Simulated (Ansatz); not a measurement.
Field gradients at the nuclei in BeH2O2

The cell is a computed structure from the Materials Project (it need not be an observed phase), atoms as given.

```cif
data_BeH2O2
_symmetry_space_group_name_H-M 'P2_12_12_1'
_symmetry_Int_Tables_number 19
_cell_length_a 4.4652
_cell_length_b 4.6113
_cell_length_c 6.9585
_cell_angle_alpha 90.000
_cell_angle_beta 90.000
_cell_angle_gamma 90.000
loop_
_atom_site_label
_atom_site_type_symbol
_atom_site_symmetry_multiplicity
_atom_site_Wyckoff_symbol
_atom_site_fract_x
_atom_site_fract_y
_atom_site_fract_z
Be Be 4 a 0.9587 0.1932 0.8730
H5 H 4 a 0.7257 0.5944 0.9226
H9 H 4 a 0.6406 0.9126 0.7142
O13 O 4 a 0.8250 0.6095 0.4451
O17 O 4 a 0.8396 0.8973 0.7734
```

One atom of each set is listed.

Method: Kohn–Sham DFT in Ansatz, r2SCAN, plane waves and PAW, scalar-relativistic, 500 eV cutoff, Γ-centred 6×5×4 k-points, Fermi–Dirac smearing 0.02 eV.

V_zz is the principal component of the electric field gradient with the largest magnitude, η = (V_xx − V_yy)/V_zz and C_Q = eQV_zz/h.

9Be: I = 3/2, Q = 52.88 mb; 2H: I = 1, Q = 2.858 mb; 17O: I = 5/2, Q = -25.58 mb. Quadrupole moments are those of Pyykkö's year-2017 table.

(1) Which values are expected at the nuclei?

Results:

(1) 

| site | atoms | first shell | V_zz (10²¹ V/m²) | η | C_Q (MHz) |
| --- | --- | --- | --- | --- | --- |
| Be | 4 | 4 O at 1.62–1.65 Å | 0.072 | 0.93 | 0.092 |
| H5 | 4 | 1 O at 0.98 Å; also 1 O at 1.81 Å | 3.48 | 0.05 | 0.240 |
| H9 | 4 | 1 O at 0.98 Å; also 1 O at 1.80 Å | 3.37 | 0.05 | 0.233 |
| O13 | 4 | 1 H at 0.98 Å, 2 Be at 1.64 Å; also 1 H at 1.80 Å | 10.36 | 0.46 | -6.41 |
| O17 | 4 | 1 H at 0.98 Å, 2 Be at 1.62–1.65 Å; also 1 H at 1.81 Å | 10.13 | 0.45 | -6.27 |

At H5 and H9 V_zz points along its bond to O (within 2°) in each case. At O13 and O17 V_zz points along its shortest bond, to H (within 4°) in each case.

Where η is near 1 the sign of V_zz means little.
